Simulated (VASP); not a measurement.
Set up this calculation in VASP 6.6.1, as the native input.

| Property | Result |
| --- | --- |
| Task | single point |
| Functional | PBE |
| Potentials or basis | VASP PAW PBE potentials, release 64 (Hg_sv_GW, Te_GW) |
| Cutoff | 400 eV |
| k mesh | 3 × 3 × 3 |
| Occupations | gaussian, width 0.02 eV |
| Spin | no spin polarisation |
| Further INCAR settings | ALGO = Normal; EDIFF = 1e-07; NBANDS = 20 |

The structure of HgTe lies in POSCAR:

```
HgTe
1.0
    0.0000000000      3.1800000000      3.1800000000
    3.1800000000      0.0000000000      3.1800000000
    3.1800000000      3.1800000000      0.0000000000
Hg Te
1 1
Direct
    0.0000000000      0.0000000000      0.0000000000
    0.5000000000      0.5000000000      0.5000000000
```

Measurements of this composition are mostly on another form, of space group No. 216.

The input as run:

INCAR

```
PREC = Accurate
ENCUT = 400
EDIFF = 1E-7
ISMEAR = 0
SIGMA = 0.02
LREAL = F
LASPH = T
NELM = 80
ALGO = Normal
ISIF = 2
LWAVE = F
LCHARG = F
GGA = PE
NBANDS = 20
```

KPOINTS

```
Automatic mesh
0
Gamma
  3 3 3
```

Potentials or basis: VASP PAW PBE potentials, release 64 (Hg_sv_GW, Te_GW).

The run is started by

```sh
$ cat potpaw_PBE.64/Hg_sv_GW/POTCAR potpaw_PBE.64/Te_GW/POTCAR > POTCAR
$ mpirun -np 1 vasp_std > vasp.out
```

Results of the run:

| Item | Value |
| --- | --- |
| Pressure | -3.3 GPa |
| Band gap on the k mesh | none (metal or under the smearing width) |

Caveat: the k mesh is coarse (spacing up to 0.57 Å⁻¹), so the values aren't converged.

Run time: 6.7 s on 1 thread of Intel(R) Xeon(R) Platinum 8488C (Sapphire Rapids) (shared host), peak memory 0.17 GiB.
